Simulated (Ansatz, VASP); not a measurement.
**Ir in VASP and in Ansatz**

```
CELL_PARAMETERS angstrom
0.00000 1.91970 1.93890
1.91970 0.00000 1.93890
1.91970 1.91970 0.00000
ATOMIC_POSITIONS crystal
Ir 0.00000 0.00000 0.00000
```

Change from the starting cell: zz strain of +1 %.

Alike in both runs: task single point; functional PBEsol; k mesh 18 × 18 × 18; occupations fermi-dirac, width 0.05 eV; no spin polarisation.

|  | VASP | Ansatz |
| --- | --- | --- |
| version | VASP 6.6.1 | Ansatz 0.2.0 |
| potentials or method | VASP PAW PBE potentials, release 64 (Ir), cutoff 520 eV | all-electron LAPW, scalar-relativistic |

|  | VASP | Ansatz | Ansatz less VASP |
| --- | --- | --- | --- |
| pressure (GPa) | -5.4 | -6.3 | -0.90 |
| largest component of the traceless stress (GPa) | 2.55 | 2.56 | +0.008 |

Ansatz ran all-electron here, so the differences hold the error of VASP's frozen core and of both bases.

Caveats: the PAW data sets were made with another functional, which shifts forces and pressure a little (VASP). Spin-orbit coupling is left out, which matters for the levels of Ir.
